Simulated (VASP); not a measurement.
Crystal: MnO.

```
Mn O
1.0
     0.00000    2.22200    2.22200
     2.22200    0.00000    2.22200
     4.44400    4.44400    0.00000
Mn O
2 2
Cartesian
  0.0000 0.0000 0.0000
  2.2220 2.2220 0.0000
  2.2220 2.2220 2.2220
  4.4440 4.4440 2.2220
```

Base run:

- Program: VASP 6.6.1
- Functional: LDA
- Potentials or basis: VASP PAW LDA potentials, release 64 (Mn_pv, O)
- Cutoff: 520 eV
- k mesh: 8 × 8 × 8
- Occupations: fermi-dirac, width 0.05 eV
- Spin: no spin polarisation

Its results: band gap on the k mesh none (metal or under the smearing width); pressure -46.4 GPa.

**Question.** The run is repeated on the same cell with these changes: spin from no spin polarisation to non-collinear spin, random start; further incar settings from ALGO = Normal; EDIFF = 1e-06; NBANDS = 27 to ALGO = Normal; EDIFF = 1e-06; NBANDS = 52. What comes out?

**Answer.** Band gap on the k mesh 0.73 eV; pressure -14.2 GPa; net moment 0.01 μB per cell.

Caveats: a pressure of tens of GPa on the cell as given is suspect, and the run, the potentials or the cell itself is likely at fault (some runs); semilocal functionals often make such compounds metallic where correlation or magnetic order opens a gap, which also shifts bond lengths (some runs).

A k mesh can miss the band edges.
